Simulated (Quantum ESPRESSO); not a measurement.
Ta, 1 atom in the cell. The structure is cubic, space group Im-3m (No. 229). Conventional cell: a = 3.303 Å, b = 3.303 Å, c = 3.303 Å, α = 90.00°, β = 90.00°, γ = 90.00°. Ta (site symmetry m-3m) is surrounded by 8 Ta at 2.86 Å. 

```yaml
Program: Quantum ESPRESSO 7.5
Task: phonons
Functional: RPBE
Potentials_or_basis: PseudoDojo 0.4.1 SR PBE standard
Cutoff: 789 eV
Density_cutoff: 3157 eV
k_mesh: 8 × 8 × 8
Occupations: cold, width 0.2 eV
Spin: no spin polarisation
Mixing_beta: 0.5
Most_SCF_iterations: 120
SCF_threshold: 2e-10 Ry
```

Potentials or basis: PseudoDojo 0.4.1 SR PBE standard.

The run is started by

```console
$ OMP_NUM_THREADS=1 pw.x -in pw.in > pw.out
$ OMP_NUM_THREADS=1 pw.x -in relax.in > relax.out
$ OMP_NUM_THREADS=1 pw.x -in scf2.in > scf2.out
$ OMP_NUM_THREADS=1 ph.x -in ph.in > ph.out
```

Hardware: 1 thread of Intel(R) Xeon(R) Processor @ 2.50GHz (Skylake/Cascade Lake), on a shared host.

How long does it take, and how much memory?

Run time: 3.2 min on 1 thread of Intel(R) Xeon(R) Processor @ 2.50GHz (Skylake/Cascade Lake), on a shared host, peak memory 0.09 GiB. Counts: scf iterations 32, k pools 1, bands 12, ion steps 3, k points 29, g dense 7155.
